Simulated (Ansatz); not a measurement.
CaF2 (fluorite)

```
CELL_PARAMETERS angstrom
      0.00000     5.51101     5.51101
      2.75551     0.00000     2.75551
      2.75551     2.75551     0.00000
ATOMIC_POSITIONS crystal
  Ca 0.00000 0.00000 0.00000
  Ca 0.50000 0.00000 0.00000
  F  0.12500 0.25000 0.25000
  F  0.62500 0.25000 0.25000
  F  0.37500 0.75000 0.75000
  F  0.87500 0.75000 0.75000
```

The atoms are displaced by Q × the pattern below (from a DFPT mode at L = (0.5, 0.0, 0.0), largest move 1; Q in Å), at fixed cell. It is one choice among 2 degenerate patterns. (q is in reciprocal vectors of the primitive cell; the cell shown is doubled to hold the pattern.)

```json
[
 {"atom": "Ca1", "x": "0.285", "y": "-0.520", "z": "0.805"},
 {"atom": "Ca2", "x": "-0.285", "y": "0.520", "z": "-0.805"},
 {"atom": "F3", "x": "0.139", "y": "-0.253", "z": "0.392"},
 {"atom": "F4", "x": "-0.139", "y": "0.253", "z": "-0.392"},
 {"atom": "F5", "x": "-0.139", "y": "0.253", "z": "-0.392"},
 {"atom": "F6", "x": "0.139", "y": "-0.253", "z": "0.392"}
]
```

Calculation: PBE (plane waves to 420 eV, PAW, scalar-relativistic; Ansatz, a program for electronic structure). k mesh 5×10×10 (Γ-centred), Fermi-Dirac smearing 0.05 eV. Energies are smeared free energies. CaF2 was relaxed with its symmetry unable to fall. The PAW data are Ansatz's earlier set. ΔE is measured from the undisplaced structure.

```
Q (Å)   ΔE (meV/cell)
------  -------------
-0.180       withheld
-0.150           76.3
-0.120           48.8
-0.090           27.4
-0.060           12.2
-0.030            3.0
0.000             0.0
0.030             3.0
0.060            12.2
0.090            27.4
0.120            48.8
0.150            76.3
0.180        withheld
```

Task: Fit an even polynomial form (powers 2, 4) to the given rows and predict ΔE at Q = 0.180.

Result: Least squares on the 11 given rows: ΔE = (3382)·Q² + (426.6)·Q⁴, in meV/cell with Q in Å; root-mean-square residual 0.02 meV/cell. At 0.180 the fit gives 110.0 meV/cell; the calculation gives 110.1 meV/cell, so the extrapolation is off by -0.1 (-0.1 %). The quadratic term alone would give 109.6 meV/cell.

(For displaced atoms, the force is minus the slope of the energy, and its curvature is a force constant, which sets phonon frequencies.)
